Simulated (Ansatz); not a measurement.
# CuO (Cc): one cell, many starting occupations (series 2)

DFT+U has many self-consistent solutions. How far apart do the states of CuO (Cc) lie when only the starting occupations change? Cell and atoms stay fixed.

Computed with Ansatz 0.2.0 (DFT LDA+U (U_eff = 4 eV on Cu d), plane waves, PAW, unless a step's input says otherwise).

### Step 1. The system as given

The structure is monoclinic, space group Cc (No. 9). Conventional cell: a = 4.689 Å, b = 3.427 Å, c = 5.132 Å, α = 90.00°, β = 99.65°, γ = 90.00°. Around Cu (site symmetry 1) lie 4 O at 1.91 to 2.02 Å. O (site symmetry 1) is surrounded by 4 Cu at 1.91 to 2.02 Å.

Coordinates:

```cif
data_structure
_symmetry_space_group_name_H-M 'P 1'
_symmetry_Int_Tables_number 1
_cell_length_a 2.9040
_cell_length_b 2.9040
_cell_length_c 5.1321
_cell_angle_alpha 97.781
_cell_angle_beta 97.781
_cell_angle_gamma 72.316
_cell_volume 40.65
loop_
_atom_site_label
_atom_site_type_symbol
_atom_site_fract_x
_atom_site_fract_y
_atom_site_fract_z
_atom_site_occupancy
Cu1 Cu 0.00320 0.49680 0.00000 1
Cu2 Cu 0.49680 0.00320 0.50000 1
O1 O 0.57140 0.40560 0.25370 1
O2 O 0.40560 0.57140 0.75370 1
```

Magnetic order typed: opposed in the cell.

The runs: random orbitals: single harmonics, second filling; random orbitals: fully mixed, first filling; random orbitals: single harmonics, first filling; random orbitals: fully mixed, one electron fewer; random orbitals: drawn by pairs, first filling.

An earlier series on this cell reached its lowest free state from «from atoms, default search», perhaps among other starts.

### Step 2. Random orbitals: single harmonics, second filling

input.yaml reads:

```yaml
crystal:
  lattice:
    - [2.34464976, -1.71339982, 0.0]
    - [2.34464976, 1.71339982, 0.0]
    - [-0.86054991, 0.0, 5.05943948]
  atoms:
    - { symbol: Cu, position: [0.0032, 0.4968, 0.0], spin: 1.0 }
    - { symbol: Cu, position: [0.4968, 0.0032, 0.5], spin: -1.0 }
    - { symbol: O, position: [0.5714, 0.4056, 0.2537] }
    - { symbol: O, position: [0.4056, 0.5714, 0.7537] }
basis:
  ecutwfc: 420
  ecutrho_ratio: 4
kpoints:
  mp_grid: { grid: [7, 7, 4] }
hamiltonian:
  xc: lda
  hubbard:
    sites:
      - { site: 0, l: d, u_eff: 4.0, starting_ns: [{ spin: up, occupation_matrix: s0up }, { spin: down, occupation_matrix: s0down }] }
      - { site: 1, l: d, u_eff: 4.0, starting_ns: [{ spin: up, occupation_matrix: s1up }, { spin: down, occupation_matrix: s1down }] }
    occupation_matrices:
      s0up:
        matrix:
          - [0.97, 0.0, 0.0, 0.0, 0.0]
          - [0.0, 0.97, 0.0, 0.0, 0.0]
          - [0.0, 0.0, 0.97, 0.0, 0.0]
          - [0.0, 0.0, 0.0, 0.97, 0.0]
          - [0.0, 0.0, 0.0, 0.0, 0.97]
      s0down:
        matrix:
          - [0.02, 0.0, 0.0, 0.0, 0.0]
          - [0.0, 0.97, 0.0, 0.0, 0.0]
          - [0.0, 0.0, 0.97, 0.0, 0.0]
          - [0.0, 0.0, 0.0, 0.97, 0.0]
          - [0.0, 0.0, 0.0, 0.0, 0.97]
      s1up:
        matrix:
          - [0.02, 0.0, 0.0, 0.0, 0.0]
          - [0.0, 0.97, 0.0, 0.0, 0.0]
          - [0.0, 0.0, 0.97, 0.0, 0.0]
          - [0.0, 0.0, 0.0, 0.97, 0.0]
          - [0.0, 0.0, 0.0, 0.0, 0.97]
      s1down:
        matrix:
          - [0.97, 0.0, 0.0, 0.0, 0.0]
          - [0.0, 0.97, 0.0, 0.0, 0.0]
          - [0.0, 0.0, 0.97, 0.0, 0.0]
          - [0.0, 0.0, 0.0, 0.97, 0.0]
          - [0.0, 0.0, 0.0, 0.0, 0.97]
    ns_hold: { iters: 12 }
scf:
  occupations: { method: gaussian, width: 0.05 }
  lower_state_search: "off"
  max_iter: 150
output:
  forces: true
  stress: true
  eigenvalues: true
  populations: true
  hubbard: { sites: [{ site: 0, l: d }, { site: 1, l: d }] }
magnetization:
  spin_polarized: true
```

The typed matrices put 0.97 on the chosen orbitals and 0.02 on the others, and are held for 12 cycles.

Command:

```bash
ansatz run input.yaml --threads 2 --pin off --max-ram 3072MiB --backend cpu --events-out ev --progress --plain --runs-dir out
```

The program printed (excerpt; [...] marks lines left out):

```text
Warning: RAYON_NUM_THREADS=2 ignored (pool sized by the plan → 2); use --threads N
Cu: projections on atomic orbitals take those of the free atom [Ne] 3s2 3p6 3d10 4s1, of charge +0.00 (hamiltonian.pseudopotentials.projection_atoms); the dataset's partial waves leave at most 2.0e-6 of an orbital's norm unspanned inside its sphere
O: projections on atomic orbitals take those of the free atom [He] 2s2 2p4, of charge +0.00 (hamiltonian.pseudopotentials.projection_atoms); the dataset's partial waves leave at most 1.9e-8 of an orbital's norm unspanned inside its sphere
[...]
Pseudopotentials: kind: paw
Pseudopotential: Cu, paw, valence charge 19, recommended cutoff 420 eV (normal), Cu.paw.azcp
Pseudopotential: O, paw, valence charge 6, recommended cutoff 420 eV (normal), O.paw.azcp
Functional definition: SPW92
[...]
Crystal: 4 atoms, lattice volume = 40.651 Å³
Basis set: ecut = 420 eV, 789 PW (Γ)
Bands: 32, of which v1, the nominal top of the filled ones, is band 25 counted from 1 (24 counted from 0)
Symmetry: 1 space group operations
Space group: P1 (ITA 1), of the structure as read, at distance tolerance 3.4e-5 Å
Magnetic group: BNS 9.39 (UNI 46), of the structure as read, at distance tolerance 3.4e-5 Å
k-points: 99 of 196 (time reversal used)
[...]
Starting moments: Σ|m| = 2 μB on 2 of 4 sites
Starting magnetic order: altermagnet, d-wave, bulk spin-momentum locking; spin-degenerate plane through Γ normal to [1 -1 0] of the run's lattice
[...]
WARN: hamiltonian.hubbard: on 2 of 4 specified blocks the occupation matrix of this SCF's result fails the test of the specified filling. At site 0 ↓ (sites count from 0 in the list of atoms of the cell that this SCF solves) the least filled combination of the orbitals specified full has [...]
       -8.717038      -0.000032      -0.321495
       -0.000031      -5.269002       0.000005
       -0.321517       0.000007      -8.978126
  P = ⅓ Tr σ = -7.6547 GPa (-76.547 kbar)
--- Band table (eV; the first three rows and the last of 198) ---
[...]
Occupation matrices written to <dir>
--- Löwdin populations: 4 sites ---
  site symbol       q [e]    m [muB]
     0     Cu     18.0046     0.4190
     1     Cu     18.0046    -0.4190
     2      O      6.8825    -0.0086
     3      O      6.8825     0.0086
  spilling = 0.004513 (of n_electrons = 50.000000)
--- Occupation matrices: 2 shells (run DFT+U table (all-electron-ortho-atomic); ε = 2.89e-3) ---
  Cu0 d_3D: site group C1 (1)
  Cu0 d_3D up     Tr n = 4.9294  λ = 0.966 0.977 0.994 0.995 0.996  [xz 0.54 A(1.00) | xy 0.71 A(1.00) | 3× z2 0.30 A(1.00)]
  Cu0 d_3D dn     Tr n = 4.4968  λ = 0.526 0.978 0.997 0.998 0.998  [xz 0.61 A(1.00) | xy 0.72 A(1.00) | 3× z2 0.30 A(1.00)]
  specified occupation → Cu0 d_3D up: matrix, ‖Δ‖_F = 0.0446, Tr Δ = -0.0794, displaced = 0.0433, d_λ = 0.0446; orbital distance = 0.0000
  specified occupation → Cu0 d_3D dn: matrix, ‖Δ‖_F = 1.0729, Tr Δ = -0.5968, displaced = 0.7427, d_λ = 0.5080; orbital distance = 1.4142
  Cu1 d_3D: site group C1 (1)
  Cu1 d_3D up     Tr n = 4.4968  λ = 0.526 0.978 0.997 0.998 0.998  [xz 0.61 A(1.00) | xy 0.72 A(1.00) | 3× z2 0.30 A(1.00)]
  Cu1 d_3D dn     Tr n = 4.9294  λ = 0.966 0.977 0.994 0.995 0.996  [xz 0.54 A(1.00) | xy 0.71 A(1.00) | 3× z2 0.30 A(1.00)]
  specified occupation → Cu1 d_3D up: matrix, ‖Δ‖_F = 1.0729, Tr Δ = -0.5968, displaced = 0.7427, d_λ = 0.5080; orbital distance = 1.4142
  specified occupation → Cu1 d_3D dn: matrix, ‖Δ‖_F = 0.0446, Tr Δ = -0.0794, displaced = 0.0433, d_λ = 0.0446; orbital distance = 0.0000
  Tr n, λ and their labels are of the run-group-symmetrised matrices; stabiliser: 2 of 4 elements of G0×{1,Θ} (closed), max defect 1.3e-6 at τ = 6.1e-4
```

Run time: 52 s. Hardware: 2 threads of Arm Neoverse V1, shared host; peak memory 0.5 GiB.

Result: a gap on the mesh of 0.06 eV, pressure -7.7 GPa, moments in spheres Cu 0.46, -0.46 μB, largest force component 0.61 eV/Å, 1 symmetry operation imposed. The program reports that the typed filling wasn't kept.

The shells' filling, with natural orbitals sorted by occupation:

| shell | channel | electrons | over 0.8 | 0.2 to 0.8 | under 0.2 |
| --- | --- | --- | --- | --- | --- |
| Cu 3d (atom 1) | up | 4.93 | 5 | 0 | 0 |
| Cu 3d (atom 1) | down | 4.50 | 4 | 1 | 0 |
| Cu 3d (atom 2) | up | 4.50 | 4 | 1 | 0 |
| Cu 3d (atom 2) | down | 4.93 | 5 | 0 | 0 |

### Step 3. Random orbitals: fully mixed, first filling

input.yaml: that of step 2 with these lines changed.

```diff
@@ -31,14 +31,14 @@
         matrix:
-          - [0.02, 0.0, 0.0, 0.0, 0.0]
-          - [0.0, 0.97, 0.0, 0.0, 0.0]
-          - [0.0, 0.0, 0.97, 0.0, 0.0]
-          - [0.0, 0.0, 0.0, 0.97, 0.0]
-          - [0.0, 0.0, 0.0, 0.0, 0.97]
+          - [0.9514, 0.01727, 0.01462, 0.09035, 0.09301]
+          - [0.01727, 0.95396, -0.01357, -0.0839, -0.08636]
+          - [0.01462, -0.01357, 0.95852, -0.07099, -0.07308]
+          - [0.09035, -0.0839, -0.07099, 0.53116, -0.45175]
+          - [0.09301, -0.08636, -0.07308, -0.45175, 0.50497]
       s1up:
         matrix:
-          - [0.02, 0.0, 0.0, 0.0, 0.0]
-          - [0.0, 0.97, 0.0, 0.0, 0.0]
-          - [0.0, 0.0, 0.97, 0.0, 0.0]
-          - [0.0, 0.0, 0.0, 0.97, 0.0]
-          - [0.0, 0.0, 0.0, 0.0, 0.97]
+          - [0.63569, 0.24365, 0.18132, 0.30031, 0.15299]
+          - [0.24365, 0.79243, -0.13215, -0.21887, -0.1115]
+          - [0.18132, -0.13215, 0.87166, -0.16288, -0.08298]
+          - [0.30031, -0.21887, -0.16288, 0.70023, -0.13743]
+          - [0.15299, -0.1115, -0.08298, -0.13743, 0.89999]
       s1down:
```

The typed matrices put 0.97 on the chosen orbitals and 0.02 on the others, and are held for 12 cycles.

Command:

```bash
ansatz run input.yaml --threads 2 --pin off --max-ram 3072MiB --backend cpu --events-out ev --progress --plain --runs-dir out
```

The program printed (excerpt; [...] marks lines left out):

```text
Warning: crystal.symmetry: narrowed to the stabiliser of the occupation matrices — unitary ops 1 → 1, anti-unitary 1 → 0; lowered by the specified shells (site 0, l: d), (site 1, l: d); largest admitted image defect 4.4e-16, smallest excluded 5.9e-1 — at a splitting's scale: the group the [...]
Warning: RAYON_NUM_THREADS=2 ignored (pool sized by the plan → 2); use --threads N
Cu: projections on atomic orbitals take those of the free atom [Ne] 3s2 3p6 3d10 4s1, of charge +0.00 (hamiltonian.pseudopotentials.projection_atoms); the dataset's partial waves leave at most 2.0e-6 of an orbital's norm unspanned inside its sphere
O: projections on atomic orbitals take those of the free atom [He] 2s2 2p4, of charge +0.00 (hamiltonian.pseudopotentials.projection_atoms); the dataset's partial waves leave at most 1.9e-8 of an orbital's norm unspanned inside its sphere
[...]
[... 4 set-up lines as earlier in the session ...]
[...]
Crystal: 4 atoms, lattice volume = 40.651 Å³
Basis set: ecut = 420 eV, 789 PW (Γ)
[...]
WARN: hamiltonian.hubbard: on 2 of 4 specified blocks the occupation matrix of this SCF's result fails the test of the specified filling. At site 0 ↓ (sites count from 0 in the list of atoms of the cell that this SCF solves) the least filled combination of the orbitals specified full has [...]
     0     Cu     18.0046     0.4190
     1     Cu     18.0047    -0.4190
     2      O      6.8825    -0.0086
     3      O      6.8825     0.0085
  spilling = 0.004513 (of n_electrons = 50.000000)
--- Occupation matrices: 2 shells (run DFT+U table (all-electron-ortho-atomic); ε = 2.00e-2, under-converged) ---
  Cu0 d_3D: site group C1 (1)
  Cu0 d_3D up     Tr n = 4.9294  λ = 0.966 0.977 0.994 0.995 0.996  [5× z2 0.20 A(1.00)]
  Cu0 d_3D dn     Tr n = 4.4968  λ = 0.526 0.978 0.997 0.998 0.998  [xz 0.61 A(1.00) | 4× z2 0.25 A(1.00)]
  specified occupation → Cu0 d_3D up: matrix, ‖Δ‖_F = 0.0446, Tr Δ = -0.0794, displaced = 0.0433, d_λ = 0.0446; orbital distance = 0.0000
  specified occupation → Cu0 d_3D dn: matrix, ‖Δ‖_F = 1.0404, Tr Δ = -0.5968, displaced = 0.7197, d_λ = 0.5080; orbital distance = 1.3621
  Cu1 d_3D: site group C1 (1)
  Cu1 d_3D up     Tr n = 4.4968  λ = 0.526 0.978 0.997 0.998 0.998  [xz 0.61 A(1.00) | 4× z2 0.25 A(1.00)]
  Cu1 d_3D dn     Tr n = 4.9294  λ = 0.966 0.977 0.994 0.995 0.996  [5× z2 0.20 A(1.00)]
  specified occupation → Cu1 d_3D up: matrix, ‖Δ‖_F = 0.8919, Tr Δ = -0.5968, displaced = 0.6033, d_λ = 0.5080; orbital distance = 1.0960
  specified occupation → Cu1 d_3D dn: matrix, ‖Δ‖_F = 0.0446, Tr Δ = -0.0794, displaced = 0.0433, d_λ = 0.0446; orbital distance = 0.0000
  Tr n, λ and their labels are of the run-group-symmetrised matrices; stabiliser: 2 of 4 elements of G0×{1,Θ} (closed), max defect 3.7e-5 at τ = 9.4e-3
```

Run time: 56 s. Hardware: 2 threads of Arm Neoverse V1, shared host; peak memory 0.5 GiB.

End state: a gap on the mesh of 0.06 eV, pressure -7.7 GPa, moments in spheres Cu 0.46, -0.46 μB, largest force component 0.61 eV/Å, 1 symmetry operation imposed. The program reports that the typed filling wasn't kept.

How the shells are filled (orbitals counted by the eigenvalues of the occupation matrices):

| shell | channel | electrons | over 0.8 | 0.2 to 0.8 | under 0.2 |
| --- | --- | --- | --- | --- | --- |
| Cu 3d (atom 1) | up | 4.93 | 5 | 0 | 0 |
| Cu 3d (atom 1) | down | 4.50 | 4 | 1 | 0 |
| Cu 3d (atom 2) | up | 4.50 | 4 | 1 | 0 |
| Cu 3d (atom 2) | down | 4.93 | 5 | 0 | 0 |

### Step 4. Random orbitals: single harmonics, first filling

input.yaml: that of step 3 with these lines changed.

```diff
@@ -31,14 +31,14 @@
         matrix:
-          - [0.9514, 0.01727, 0.01462, 0.09035, 0.09301]
-          - [0.01727, 0.95396, -0.01357, -0.0839, -0.08636]
-          - [0.01462, -0.01357, 0.95852, -0.07099, -0.07308]
-          - [0.09035, -0.0839, -0.07099, 0.53116, -0.45175]
-          - [0.09301, -0.08636, -0.07308, -0.45175, 0.50497]
+          - [0.97, 0.0, 0.0, 0.0, 0.0]
+          - [0.0, 0.02, 0.0, 0.0, 0.0]
+          - [0.0, 0.0, 0.97, 0.0, 0.0]
+          - [0.0, 0.0, 0.0, 0.97, 0.0]
+          - [0.0, 0.0, 0.0, 0.0, 0.97]
       s1up:
         matrix:
-          - [0.63569, 0.24365, 0.18132, 0.30031, 0.15299]
-          - [0.24365, 0.79243, -0.13215, -0.21887, -0.1115]
-          - [0.18132, -0.13215, 0.87166, -0.16288, -0.08298]
-          - [0.30031, -0.21887, -0.16288, 0.70023, -0.13743]
-          - [0.15299, -0.1115, -0.08298, -0.13743, 0.89999]
+          - [0.97, 0.0, 0.0, 0.0, 0.0]
+          - [0.0, 0.97, 0.0, 0.0, 0.0]
+          - [0.0, 0.0, 0.02, 0.0, 0.0]
+          - [0.0, 0.0, 0.0, 0.97, 0.0]
+          - [0.0, 0.0, 0.0, 0.0, 0.97]
       s1down:
@@ -50,3 +50,3 @@
           - [0.0, 0.0, 0.0, 0.0, 0.97]
-    ns_hold: { iters: 12 }
+    ns_hold: until_converged
 scf:
```

The typed matrices put 0.97 on the chosen orbitals and 0.02 on the others, and are held until the SCF converges, then released.

Command:

```bash
ansatz run input.yaml --threads 2 --pin off --max-ram 3072MiB --backend cpu --events-out ev --progress --plain --runs-dir out
```

The program printed (excerpt; [...] marks lines left out):

```text
Warning: crystal.symmetry: narrowed to the stabiliser of the occupation matrices — unitary ops 1 → 1, anti-unitary 1 → 0; lowered by the specified shells (site 0, l: d), (site 1, l: d); largest admitted image defect 4.4e-16, smallest excluded 9.5e-1 — at a splitting's scale: the group the [...]
Warning: RAYON_NUM_THREADS=2 ignored (pool sized by the plan → 2); use --threads N
Cu: projections on atomic orbitals take those of the free atom [Ne] 3s2 3p6 3d10 4s1, of charge +0.00 (hamiltonian.pseudopotentials.projection_atoms); the dataset's partial waves leave at most 2.0e-6 of an orbital's norm unspanned inside its sphere
O: projections on atomic orbitals take those of the free atom [He] 2s2 2p4, of charge +0.00 (hamiltonian.pseudopotentials.projection_atoms); the dataset's partial waves leave at most 1.9e-8 of an orbital's norm unspanned inside its sphere
[...]
[... 4 set-up lines as earlier in the session ...]
[...]
Crystal: 4 atoms, lattice volume = 40.651 Å³
Basis set: ecut = 420 eV, 789 PW (Γ)
[...]
WARN: hamiltonian.hubbard: on 2 of 4 specified blocks the occupation matrix of this SCF's result fails the test of the specified filling. At site 0 ↓ (sites count from 0 in the list of atoms of the cell that this SCF solves) the least filled combination of the orbitals specified full has [...]
     3      O      6.8825     0.0086
  spilling = 0.004513 (of n_electrons = 50.000000)
--- Occupation matrices: 2 shells (run DFT+U table (all-electron-ortho-atomic); ε = 2.50e-3) ---
  Cu0 d_3D: site group C1 (1)
  Cu0 d_3D up     Tr n = 4.9294  λ = 0.966 0.977 0.994 0.995 0.996  [xz 0.54 A(1.00) | xy 0.71 A(1.00) | 3× z2 0.30 A(1.00)]
  Cu0 d_3D dn     Tr n = 4.4968  λ = 0.526 0.978 0.997 0.998 0.998  [xz 0.61 A(1.00) | xy 0.72 A(1.00) | 3× z2 0.30 A(1.00)]
  specified occupation → Cu0 d_3D up: matrix, ‖Δ‖_F = 0.0446, Tr Δ = -0.0794, displaced = 0.0433, d_λ = 0.0446; orbital distance = 0.0000
  specified occupation → Cu0 d_3D dn: matrix, ‖Δ‖_F = 0.7807, Tr Δ = -0.5968, displaced = 0.5159, d_λ = 0.5080; orbital distance = 0.8872
  Cu1 d_3D: site group C1 (1)
  Cu1 d_3D up     Tr n = 4.4968  λ = 0.526 0.978 0.997 0.998 0.998  [xz 0.61 A(1.00) | xy 0.72 A(1.00) | 3× z2 0.30 A(1.00)]
  Cu1 d_3D dn     Tr n = 4.9294  λ = 0.966 0.977 0.994 0.995 0.996  [xz 0.54 A(1.00) | xy 0.71 A(1.00) | 3× z2 0.30 A(1.00)]
  specified occupation → Cu1 d_3D up: matrix, ‖Δ‖_F = 0.9282, Tr Δ = -0.5968, displaced = 0.6322, d_λ = 0.5080; orbital distance = 1.1625
  specified occupation → Cu1 d_3D dn: matrix, ‖Δ‖_F = 0.0446, Tr Δ = -0.0794, displaced = 0.0433, d_λ = 0.0446; orbital distance = 0.0000
  Tr n, λ and their labels are of the run-group-symmetrised matrices; stabiliser: 2 of 4 elements of G0×{1,Θ} (closed), max defect 1.4e-5 at τ = 5.3e-4
```

It took 71 s on 2 threads of Arm Neoverse V1, shared host; peak memory 0.5 GiB.

Result: a gap on the mesh of 0.06 eV, pressure -7.7 GPa, moments in spheres Cu 0.46, -0.46 μB, largest force component 0.61 eV/Å, 1 symmetry operation imposed. The program reports that the typed filling wasn't kept.

How the shells are filled (orbitals counted by the eigenvalues of the occupation matrices):

| shell | channel | electrons | over 0.8 | 0.2 to 0.8 | under 0.2 |
| --- | --- | --- | --- | --- | --- |
| Cu 3d (atom 1) | up | 4.93 | 5 | 0 | 0 |
| Cu 3d (atom 1) | down | 4.50 | 4 | 1 | 0 |
| Cu 3d (atom 2) | up | 4.50 | 4 | 1 | 0 |
| Cu 3d (atom 2) | down | 4.93 | 5 | 0 | 0 |

(Part 1 of 2 ends here.)
